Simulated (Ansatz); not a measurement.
The system is Bi2Se3 (Paraguanajuatite).

```xyz
5
Lattice="2.0715 1.1960 9.5453 -2.0715 1.1960 9.5453 0.0000 -2.3920 9.5453" Properties=species:S:1:pos:R:3 pbc="T T T"
Bi    0.0000    0.0000   17.1587
Bi    0.0000    0.0000   11.4773
Se    0.0000    0.0000   22.5738
Se    0.0000    0.0000    6.0622
Se    0.0000    0.0000    0.0000
```

```yaml
Program: Ansatz 0.2.0
Task: relaxation of cell and atoms
Functional: PBEsol
Dispersion: D4
Potentials_or_basis: Ansatz PAW
Cutoff: "420 eV (not typed: the program's choice for these potentials)"
k_mesh: 8 × 8 × 8
Occupations: fermi-dirac, width 0.05 eV
Spin: no spin polarisation
```

At the start: volume 28.38 Å³/atom.

How do energy, volume and symmetry change on relaxing?

It ends after 6 steps and the volume is 27.12 Å³/atom (-4.4 %); space group R-3m (No. 166, to 0.05 Å).

The path:
```csv
step,energy change (eV),largest force (eV/Å),volume (Å³)
1,0.0000,0.1515,141.89
2,-0.0162,0.2273,133.56
3,-0.0375,0.0243,135.96
4,-0.0388,0.0137,135.66
5,-0.0389,0.0036,135.59
6,-0.0379,0.0037,135.59
```

Final structure:
```
Bi Se
1.0
     2.04984    1.18348    9.31559
    -2.04984    1.18348    9.31559
     0.00000   -2.36695    9.31559
Bi Se
2 3
Direct
  0.59858 0.59858 0.59858
  0.40142 0.40142 0.40142
  0.79108 0.79108 0.79108
  0.20892 0.20892 0.20892
  0.00000 0.00000 0.00000
```

Caveat: the plane-wave basis is chosen anew once the cell has moved, so the energies of steps on either side of that aren't comparable; the PAW data sets come from PBE, with cores solved anew for the run's functional, which leaves a small shift of forces and pressure.
